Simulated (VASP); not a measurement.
The system is GaN.

```xyz
2
Lattice="0.0000 2.1352 2.1352 2.1352 0.0000 2.1352 2.1352 2.1352 0.0000" Properties=species:S:1:pos:R:3 pbc="T T T"
Ga    0.0000    0.0000    0.0000
N     2.1352    2.1352    2.1352
```

Measurements of this composition are mostly on another form, of space group No. 186.

```yaml
Program: VASP 6.6.1
Task: relaxation of cell and atoms
Functional: BLYP
Dispersion: D4
Potentials_or_basis: VASP PAW PBE potentials, release 64 (Ga_d, N)
Cutoff: 600 eV
k_mesh: 11 × 11 × 11
Occupations: fermi-dirac, width 0.05 eV
Spin: no spin polarisation
```

At the start: pressure -5.8 GPa; volume 9.74 Å³/atom.

Question: How do energy, volume and symmetry change on relaxing?

Answer: Over 6 steps the energy falls by 5.0 meV/atom and the volume is 9.47 Å³/atom (-2.8 %); space group Fm-3m (No. 225, to 0.05 Å).

The path:
```
step  energy change (eV)  largest force (eV/Å)  pressure (GPa)  volume (Å³)
   1              0.0000                0.0000           -5.80        19.47
   2             -0.0028                0.0000            5.51        18.49
   3             -0.0100                0.0000           -0.19        18.93
   4             -0.0100                0.0000            0.20        18.92
   5             -0.0100                0.0000           -0.22        18.94
   6             -0.0100                0.0000            0.01        18.93
```

Final structure:
```yaml
crystal:
  lattice:
    - [0.00000, 2.11534, 2.11534]
    - [2.11534, 0.00000, 2.11534]
    - [2.11534, 2.11534, 0.00000]
  atoms:
    - { symbol: Ga, position: [0.00000, 0.00000, 0.00000] }
    - { symbol: N, position: [0.50000, 0.50000, 0.50000] }
```

Caveat: the PAW data sets were made with another functional, which shifts forces and pressure a little.
